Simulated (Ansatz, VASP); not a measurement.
**Re: VASP beside Ansatz**

```xyz
2
Lattice="2.7580 0.0000 0.0000 -1.3790 2.3885 0.0000 0.0000 0.0000 4.4623" Properties=species:S:1:pos:R:3 pbc="T T T"
Re    0.0000    1.5923    1.1156
Re    1.3790    0.7962    3.3467
```

Alike in both runs: task single point; functional r2SCAN; k mesh 18 × 18 × 10; occupations gaussian, width 0.1 eV; no spin polarisation.

|  | VASP | Ansatz |
| --- | --- | --- |
| version | VASP 6.6.1 | Ansatz 0.2.0 |
| potentials or method | VASP PAW PBE potentials, release 64 (Re) | scalar-relativistic, plane waves, PAW |
| plane-wave cutoff (eV) | 520 | 500 |
| valence electrons in the cell | 14 | 30 |

```csv
,VASP,Ansatz,Ansatz less VASP
gap on the k mesh at the Fermi level (eV),none,none,-
pressure (GPa),0.1,0.0,-0.06
```

A gap of «none» marks a metal or a gap that the smearing closes. The functional is the same, so the differences come from potentials, cutoffs and numerics. The two sets of potentials don't hold the same shells in valence.

Caveats: the PAW data sets were made with another functional, which shifts forces and pressure a little (VASP). The runs have no spin-orbit coupling, so splittings on Re are missing.
